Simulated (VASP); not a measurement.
# CdS (Greenockite) (P6_3mc) in VASP: notebook

One crystal, CdS (Greenockite), is run at these levels: LDA, PBEsol, PBE; tasks: band structure.

Program: VASP 6.6.1. These are calculated values, not measurements. Logs are shortened: lines on timing, memory, paths and dates and some standing lists are left out, and cuts for length are marked.

**What was measured.**

“Isotope dependence of band-gap energy”, 2008, arxiv:0807.2152 quotes, for a bulk crystal of CdS: band gap 2.5809 ± 0.0002 eV.

How close the calculation comes is told below.

## 1. The structure

It takes space group P6_3mc (No. 186, hexagonal). The conventional cell has a = 4.150 Å, b = 4.150 Å, c = 6.737 Å, α = 90.00°, β = 90.00°, γ = 120.00°. Cd (site symmetry 3m) has 4 S at 2.53 to 2.54 Å as nearest neighbours. S (site symmetry 3m) has 4 Cd at 2.53 to 2.54 Å as nearest neighbours.

## 2. Band structure, LDA, spin-orbit coupling, no magnetisation

File POSCAR:

```
CdS
1.0
    4.1500000000      0.0000000000      0.0000000000
   -2.0750000000      3.5940054257      0.0000000000
    0.0000000000      0.0000000000      6.7370000000
Cd S
2 2
Direct
    0.6666666667      0.3333333333      0.5000000000
    0.3333333333      0.6666666667      0.0000000000
    0.6666666667      0.3333333333      0.8750000000
    0.3333333333      0.6666666667      0.3750000000
```

File INCAR.step1:

```
PREC = Accurate
ENCUT = 520
EDIFF = 1E-6
ISMEAR = -1
SIGMA = 0.05
LREAL = F
LASPH = T
NELM = 60
ALGO = Normal
ISIF = 2
LWAVE = F
LCHARG = T
LNONCOLLINEAR = T
MAGMOM = 0 0 0 0 0 0 0 0 0 0 0 0
LORBIT = 11
LSORBIT = T
GGA_COMPAT = F
NBANDS = 50
```

File KPOINTS.step1:

```
Automatic mesh
0
Gamma
  5 5 3
```

File INCAR.step2:

```
PREC = Accurate
ENCUT = 520
EDIFF = 1E-6
ISMEAR = 0
SIGMA = 0.05
LREAL = F
LASPH = T
NELM = 60
ALGO = Normal
ISIF = 2
LWAVE = F
LCHARG = F
LNONCOLLINEAR = T
MAGMOM = 0 0 0 0 0 0 0 0 0 0 0 0
LORBIT = 11
LSORBIT = T
GGA_COMPAT = F
NBANDS = 50
ICHARG = 11
```

File KPOINTS.step2:

```
path GMKGALHA,LM,KH
20
line-mode
reciprocal
 0.0000000000  0.0000000000  0.0000000000  G
 0.5000000000  0.0000000000  0.0000000000  M

 0.5000000000  0.0000000000  0.0000000000  M
 0.3333333333  0.3333333333  0.0000000000  K

 0.3333333333  0.3333333333  0.0000000000  K
 0.0000000000  0.0000000000  0.0000000000  G

 0.0000000000  0.0000000000  0.0000000000  G
 0.0000000000  0.0000000000  0.5000000000  A

 0.0000000000  0.0000000000  0.5000000000  A
 0.5000000000  0.0000000000  0.5000000000  L

 0.5000000000  0.0000000000  0.5000000000  L
 0.3333333333  0.3333333333  0.5000000000  H

 0.3333333333  0.3333333333  0.5000000000  H
 0.0000000000  0.0000000000  0.5000000000  A

 0.5000000000  0.0000000000  0.5000000000  L
 0.5000000000  0.0000000000  0.0000000000  M

 0.3333333333  0.3333333333  0.0000000000  K
 0.3333333333  0.3333333333  0.5000000000  H
```

Potentials or basis: VASP PAW LDA potentials, release 64 (Cd, S).

Started as:

```console
cat potpaw_LDA.64/Cd/POTCAR potpaw_LDA.64/S/POTCAR > POTCAR
cp INCAR.step1 INCAR
cp KPOINTS.step1 KPOINTS
mpirun -np 1 vasp_ncl > vasp.out
cp INCAR.step2 INCAR
cp KPOINTS.step2 KPOINTS
mpirun -np 1 vasp_ncl > vasp.out
```

OUTCAR:

```text
PREC = Accurate
   ENCUT = 520
   EDIFF = 1E-6
   ISMEAR = 0
   LREAL = F
   LASPH = T
   NELM = 60
   ISIF = 2
   LNONCOLLINEAR = T
   LORBIT = 11
   LSORBIT = T
   ICHARG = 11

 ion  position               nearest neighbor table
   1  0.667  0.333  0.500-   3 2.53   4 2.54   4 2.54   4 2.54
   2  0.333  0.667  0.000-   4 2.53   3 2.54   3 2.54   3 2.54
   3  0.667  0.333  0.875-   1 2.53   2 2.54   2 2.54   2 2.54
   4  0.333  0.667  0.375-   2 2.53   1 2.54   1 2.54   1 2.54

  LATTYP: Found a hexagonal cell.
 ALAT       =     4.1500000000
 C/A-ratio  =     1.6233734940

  Lattice vectors:

 A1 = (   4.1500000000,   0.0000000000,   0.0000000000)
 A2 = (  -2.0750000000,   3.5940054257,   0.0000000000)
 A3 = (   0.0000000000,   0.0000000000,   6.7370000000)

Analysis of symmetry for initial positions (statically):
=====================================================================
 Subroutine PRICEL returns:
 Original cell was already a primitive cell.

 Routine SETGRP: Setting up the symmetry group for a
 hexagonal supercell.

 Subroutine GETGRP returns: Found 12 space group operations
 (whereof  6 operations were pure point group operations)
 out of a pool of 24 trial point group operations.

The static configuration has the point symmetry C_3v.
 The point group associated with its full space group is C_6v.

Analysis of symmetry for dynamics (positions and initial velocities):
=====================================================================
 Subroutine PRICEL returns:
 Original cell was already a primitive cell.

 Routine SETGRP: Setting up the symmetry group for a
 hexagonal supercell.

 Subroutine GETGRP returns: Found 12 space group operations
 (whereof  6 operations were pure point group operations)
 out of a pool of 24 trial point group operations.

The dynamic configuration has the point symmetry C_3v.
 The point group associated with its full space group is C_6v.

Analysis of structural, dynamic, and magnetic symmetry:
=====================================================================
 Subroutine PRICEL returns:
 Original cell was already a primitive cell.

 Routine SETGRP: Setting up the symmetry group for a
 hexagonal supercell.

 Subroutine GETGRP returns: Found 12 space group operations
 (whereof  6 operations were pure point group operations)
 out of a pool of 24 trial point group operations.
[... 1389 lines left out ...]
  in kB       -0.6315477     -0.6315477    -11.3186721      0.0000000     -0.0000000      0.0000000
  external PRESSURE =      -4.1939225 kB  Pullay stress =       0.0000000 kB

 VOLUME and BASIS-vectors are now :
 -----------------------------------------------------------------------------
  energy-cutoff  :      520.00
  volume of cell :      100.48
      direct lattice vectors                 reciprocal lattice vectors
     4.150000000  0.000000000  0.000000000     0.240963855  0.139120547  0.000000000
    -2.075000000  3.594005426  0.000000000     0.000000000  0.278241094  0.000000000
     0.000000000  0.000000000  6.737000000     0.000000000  0.000000000  0.148434021

 POSITION                                       TOTAL-FORCE (eV/Angst)
 -----------------------------------------------------------------------------------
      2.07500      1.19800      3.36850         0.000000     -0.000000      0.176211
     -0.00000      2.39600      0.00000        -0.000000      0.000000      0.176211
      2.07500      1.19800      5.89487         0.000000     -0.000000     -0.176211
     -0.00000      2.39600      2.52637        -0.000000     -0.000000     -0.176211
 -----------------------------------------------------------------------------------
    total drift:                               -0.000000      0.000000     -0.043184

  FREE ENERGIE OF THE ION-ELECTRON SYSTEM (eV)
  ---------------------------------------------------
  free  energy   TOTEN  =       -14.1540197377 eV

  energy  without entropy=      -14.1540197377  energy(sigma->0) =      -14.15401974

 Spin-Orbit-Coupling matrix elements

 Ion:    1  E_soc:     -0.0593953
 l=   1
     0.0000000    -0.0025642    -0.0025843
    -0.0025642     0.0000000    -0.0025642
    -0.0025843    -0.0025642     0.0000000
 l=   2
     0.0000000    -0.0014555     0.0000000    -0.0014555    -0.0058920
    -0.0014555     0.0000000    -0.0044122    -0.0014465    -0.0014555
     0.0000000    -0.0044122     0.0000000    -0.0044122     0.0000000
    -0.0014555    -0.0014465    -0.0044122     0.0000000    -0.0014555
    -0.0058920    -0.0014555     0.0000000    -0.0014555     0.0000000
 l=   3
     0.0000000     0.0000000     0.0000000     0.0000000     0.0000000     0.0000000     0.0000000
     0.0000000     0.0000000     0.0000000     0.0000000     0.0000000     0.0000000     0.0000000
     0.0000000     0.0000000     0.0000000     0.0000000     0.0000000     0.0000000     0.0000000
     0.0000000     0.0000000     0.0000000     0.0000000     0.0000000     0.0000000     0.0000000
[... 49 lines left out ...]
 l=   2
     0.0000000     0.0000000     0.0000000     0.0000000     0.0000000
     0.0000000     0.0000000     0.0000000     0.0000000     0.0000000
     0.0000000     0.0000000     0.0000000     0.0000000     0.0000000
     0.0000000     0.0000000     0.0000000     0.0000000     0.0000000
     0.0000000     0.0000000     0.0000000     0.0000000     0.0000000
 l=   3
     0.0000000     0.0000000     0.0000000     0.0000000     0.0000000     0.0000000     0.0000000
     0.0000000     0.0000000     0.0000000     0.0000000     0.0000000     0.0000000     0.0000000
     0.0000000     0.0000000     0.0000000     0.0000000     0.0000000     0.0000000     0.0000000
     0.0000000     0.0000000     0.0000000     0.0000000     0.0000000     0.0000000     0.0000000
     0.0000000     0.0000000     0.0000000     0.0000000     0.0000000     0.0000000     0.0000000
     0.0000000     0.0000000     0.0000000     0.0000000     0.0000000     0.0000000     0.0000000
     0.0000000     0.0000000     0.0000000     0.0000000     0.0000000     0.0000000     0.0000000

 total charge

# of ion       s       p       d       tot
------------------------------------------
    1        0.423   0.320   9.558  10.300
    2        0.423   0.320   9.558  10.300
    3        1.315   2.415   0.000   3.730
    4        1.315   2.415   0.000   3.730
--------------------------------------------------
tot          3.476   5.469  19.115  28.061

 magnetization (x)

# of ion       s       p       d       tot
------------------------------------------
    1       -0.000  -0.000  -0.000  -0.000
    2        0.000   0.000   0.000   0.000
    3       -0.000  -0.000   0.000  -0.000
    4        0.000   0.000   0.000   0.000
--------------------------------------------------
tot         -0.000  -0.000  -0.000  -0.000

 magnetization (y)

# of ion       s       p       d       tot
------------------------------------------
    1       -0.000   0.000   0.000   0.000
    2        0.000   0.000   0.000   0.000
    3        0.000   0.000   0.000   0.000
    4        0.000  -0.000   0.000  -0.000
--------------------------------------------------
tot          0.000   0.000   0.000   0.000

 magnetization (z)

# of ion       s       p       d       tot
------------------------------------------
    1        0.000  -0.000  -0.000  -0.000
    2        0.000   0.000  -0.000   0.000
    3       -0.000   0.000   0.000   0.000
    4       -0.000  -0.000   0.000  -0.000
--------------------------------------------------
tot          0.000   0.000  -0.000  -0.000
```

OUTCAR.step1:

```text
PREC = Accurate
   ENCUT = 520
   EDIFF = 1E-6
   ISMEAR = -1
   LREAL = F
   LASPH = T
   NELM = 60
   ISIF = 2
[... 1125 lines left out ...]
    1       -0.000   0.000   0.000  -0.000
    2        0.000   0.000   0.000   0.000
    3       -0.000  -0.000   0.000  -0.000
    4        0.000   0.000   0.000   0.000
--------------------------------------------------
tot         -0.000  -0.000   0.000  -0.000

 magnetization (z)

# of ion       s       p       d       tot
------------------------------------------
    1        0.000   0.000  -0.000   0.000
    2        0.000  -0.000   0.000  -0.000
    3        0.000   0.000   0.000   0.000
    4        0.000   0.000   0.000   0.000
--------------------------------------------------
tot          0.000   0.000  -0.000   0.000
```

OSZICAR.step1:

```text
N       E                     dE             d eps       ncg     rms          rms(c)
DAV:   1     0.261928892564E+03    0.26193E+03   -0.17262E+04  1500   0.132E+03
DAV:   2     0.153701569178E+01   -0.26039E+03   -0.25019E+03  1660   0.341E+02
DAV:   3    -0.156257680303E+02   -0.17163E+02   -0.17030E+02  1770   0.868E+01
DAV:   4    -0.158622482389E+02   -0.23648E+00   -0.23608E+00  1696   0.973E+00
DAV:   5    -0.158662256315E+02   -0.39774E-02   -0.39763E-02  1816   0.124E+00    0.113E+01
DAV:   6    -0.148755827143E+02    0.99064E+00   -0.17748E+00  1838   0.150E+01    0.872E+00
DAV:   7    -0.148473013696E+02    0.28281E-01   -0.71079E-01  1658   0.478E+00    0.376E+00
DAV:   8    -0.148338691887E+02    0.13432E-01   -0.11528E-01  1694   0.334E+00    0.713E-01
DAV:   9    -0.148313795953E+02    0.24896E-02   -0.12235E-02  1774   0.138E+00    0.299E-01
DAV:  10    -0.148315041689E+02   -0.12457E-03   -0.17585E-03  1670   0.309E-01    0.112E-01
DAV:  11    -0.148314221861E+02    0.81983E-04   -0.24058E-04  1750   0.171E-01    0.745E-02
DAV:  12    -0.148314274378E+02   -0.52517E-05   -0.11321E-04  1590   0.623E-02    0.579E-02
DAV:  13    -0.148314270329E+02    0.40482E-06   -0.61681E-06  1792   0.241E-02
   1 F= -.14831427E+02 E0= -.14831425E+02  d E =-.400007E-05  mag=     0.0000     0.0000    -0.0000
```

It took 10 min on 1 thread of Intel Xeon 6975P-C (Granite Rapids), shared host; peak memory 1.1 GiB.

Caveat: the log is that of the step along the path at fixed density, whose energy, stress, charges and moments have no meaning.

(Continued in part 2 of 2.)
